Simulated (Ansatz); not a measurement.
**PbTe: band gap under strain**

How does strain move the band edges of rocksalt PbTe, and do the functionals agree on it? States: no strain; -4.0 % strain along z alone; -3.0 % strain along z alone.

Code: Ansatz 0.2.0. PAW datasets, plane waves. No spin polarisation and no zero-point or thermal motion.

### 1 The cell

The unstrained cell was relaxed with r2SCAN; in each strained cell the atoms were relaxed again with r2SCAN. Names of k-points are those of the unstrained zone, where strain can split equivalent points. First state: no strain.

The symmetry is Fm-3m (No. 225, cubic); conventional cell a = 6.536 Å, 34.90 Å³ an atom. Near Pb stand 6 Te at 3.27 Å; near Te stand 6 Pb at 3.27 Å.

Structure file:

```
CELL_PARAMETERS angstrom
0.00000 3.26784 3.26784
3.26784 0.00000 3.26784
3.26784 3.26784 0.00000
ATOMIC_POSITIONS crystal
Pb 0.00000 0.00000 0.00000
Te 0.50000 0.50000 0.50000
```

### 2 No strain: PBE

The input, input.yaml:

```yaml
crystal:
  lattice:
    - [0.0, 3.2678368488, 3.2678368488]
    - [3.2678368488, 0.0, 3.2678368488]
    - [3.2678368488, 3.2678368488, 0.0]
  atoms:
    - { symbol: Pb, position: [0.0, 0.0, 0.0] }
    - { symbol: Te, position: [0.5, 0.5, 0.5] }
kpoints:
  mp_grid: { grid: [8, 8, 8] }
  band_path:
    path:
      - [0.0, 0.0, 0.0]
      - [0.5, 0.0, 0.5]
      - [0.625, 0.25, 0.625]
      - [0.375, 0.375, 0.75]
      - [0.5, 0.5, 0.5]
      - [0.5, 0.25, 0.75]
      - [0.0, 0.0, 0.5]
    npoints: 1
hamiltonian:
  xc: pbe
scf:
  occupations: { method: fermi_dirac, width: 0.02 }
  n_extra_bands: 4
output:
  forces: true
  stress: true
  eigenvalues: true
```

Started as:

```sh
ansatz run input.yaml --threads 2 --pin off --max-ram 29491MiB --backend cpu --events-out ev --progress --plain --runs-dir out
```

The runs that follow: No strain: r2SCAN; No strain: HSE06; No strain: r2SCAN+SOC; No strain: r2SCAN; No strain: G0W0@PBE; -4.0 % strain along z alone: PBE; -4.0 % strain along z alone: r2SCAN; -4.0 % strain along z alone: HSE06; -4.0 % strain along z alone: r2SCAN+SOC; -4.0 % strain along z alone: r2SCAN; -4.0 % strain along z alone: G0W0@PBE; -3.0 % strain along z alone: PBE; -3.0 % strain along z alone: r2SCAN; -3.0 % strain along z alone: HSE06; -3.0 % strain along z alone: r2SCAN+SOC; -3.0 % strain along z alone: r2SCAN; -3.0 % strain along z alone: G0W0@PBE.

Before running it: what results should come out?

As calculated:

Least gap in eV (negative: overlap), with the change from the unstrained cell in brackets. G0W0 is on its own coarse mesh.

```
                      state  volume change (%)           PBE        r2SCAN         HSE06          G0W0
                  no strain               +0.0          0.80          1.09          1.20          1.05
-4.0 % strain along z alone               -4.0  0.63 (-0.17)  0.90 (-0.19)  1.00 (-0.20)  0.85 (-0.20)
-3.0 % strain along z alone               -3.0  0.69 (-0.11)  0.97 (-0.12)  1.07 (-0.13)  0.92 (-0.13)
```

What this shows: The largest move of the HSE06 gap in the table is -0.194 eV, under -4.0 % strain along z alone. PBE and HSE06 differ by 0.40 eV on the unstrained gap, and by at most 0.02 eV on its change: the two disagree on the size of the gap but agree on its response to strain. Spin-orbit coupling is left out of the table, though the cell holds Pb (Z = 82); in an element this heavy it can shift bands and gaps by tenths of an eV. The G0W0 figures hold for the stated bands, cutoff and mesh and aren't extrapolated.
